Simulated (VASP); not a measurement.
A run of VASP 6.6.1:

Contents of INCAR:

```
ALGO = Normal
EDIFF = 1E-6
ENCUT = 520
GGA = PE
ISIF = 2
ISMEAR = 0
LASPH = T
LCHARG = F
LREAL = F
LWAVE = F
NBANDS = 15
NELM = 80
PREC = Accurate
SIGMA = 0.01
```

File KPOINTS:

```
k-points
0
Gamma
  3 3 3
```

Contents of POSCAR:

```
CaSe
1.0
    0.0000000000      3.3000000000      3.3000000000
    3.3000000000      0.0000000000      3.3000000000
    3.3000000000      3.3000000000      0.0000000000
Ca Se
1 1
Direct
    0.0000000000      0.0000000000      0.0000000000
    0.7500000000      0.7500000000      0.7500000000
```

Potentials or basis: VASP PAW PBE potentials, release 64 (Ca_sv, Se).

Run with:

```console
$ cat potpaw_PBE.64/Ca_sv/POTCAR potpaw_PBE.64/Se/POTCAR > POTCAR
$ mpirun -np 1 vasp_std > vasp.out
```

Hardware: 1 thread of Intel(R) Xeon(R) Platinum 8488C (Sapphire Rapids) (shared host).

Q: How long does it take, and how much memory?

A: Wall time 6.9 s on 1 thread of Intel(R) Xeon(R) Platinum 8488C (Sapphire Rapids) (shared host), peak memory 0.19 GiB. Counts: scf iterations 14, k points 4.
